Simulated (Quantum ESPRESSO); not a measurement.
## Equation of state of Be under PBEsol+D3(zero damping)

Symmetry: Im-3m, No. 229, cubic system. The conventional cell has a = 2.506 Å, b = 2.506 Å, c = 2.506 Å, α = 90.00°, β = 90.00°, γ = 90.00°. Be (site symmetry m-3m) is surrounded by 8 Be at 2.17 Å.

This isn't the form of Be at room conditions, which is hcp.

The cell was scaled at fixed shape and fractions and run with Quantum ESPRESSO, PseudoDojo 0.4.1 SR LDA stringent, cutoff 1442 eV; PBEsol+D3(zero damping), k mesh 15 × 15 × 15 on the cell of 1 atom, cold occupations of 0.1 eV, no spin polarisation, no spin-orbit coupling. The potentials were made for LDA. Energies are those that the program minimises, any entropy of the smearing included. For a metal such a mesh isn't converged to the digits shown.

```csv
V (Å³/atom),energy over the lowest row (meV/atom)
7.3989,1.54
7.5563,0.00
7.7137,1.17
7.8712,4.81
8.0286,?
8.1860,18.68
8.3434,28.53
```

Q: Fit the third-order Birch-Murnaghan form, give V0, B0 and B′, and predict the energy left open.

A: With y = (V0/V)^(2/3), E = E0 + (9 V0 B0/16) [(y - 1)³ B′ + (y - 1)² (6 - 4y)]. Least squares through the rows shown give V0 = 7.5648 Å³/atom, E0 = 0.00 meV, B0 = 131.7 GPa (1 eV/Å³ = 160.218 GPa) and B′ = 3.36, with a largest miss of 0.00 meV. At V = 8.0286 the form with these constants gives 10.71 meV; the run gave 10.72 meV an atom.
